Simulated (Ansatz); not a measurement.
SnO2 in the fluorite structure, relaxed with r2SCAN: it is cubic, Fm-3m (No. 225); conventional cell a = 5.067 Å, 10.84 Å³ an atom. Sn is surrounded by 8 O at 2.19 Å; O is surrounded by 4 Sn at 2.19 Å. One-shot G0W0@PBE in the PAW code Ansatz on a 6×6×6 mesh (contour deformation, no spin-orbit coupling), from a PBE gap of 0.305 eV over the mesh points (the G0W0 gap is indirect on the mesh); the number N of bands summed and the screening cutoff rise together. No spin polarisation. The prototype was imposed, so other structures may be more stable.

```
  N  cutoff (eV)  1000/N  G0W0 gap (eV)
 86          100  11.628          1.087
191          180   5.236          1.174
```

Lay a straight line in 1000/N through these rows.
The slope is -0.0136 eV per unit of 1000/N and the intercept 1.245 eV.

Predict the gap at N = 359 (260 eV).
1.245 + (-0.0136) × 2.786 = 1.207 eV; the run gives 1.194 eV, -0.013 eV from the line.

With that run's result added, what limit do the last two rows suggest?
Their slope is (1.194 − 1.174)/(2.786 − 5.236) = -0.0082, which meets 1/N = 0 at 1.22 eV, against 1.245 eV from the first line. The slope flattens, so the first line overshoots; the k mesh isn't extrapolated.

No spin-orbit coupling is included; it can move band edges with weight on the heavy atoms by tenths of an eV.
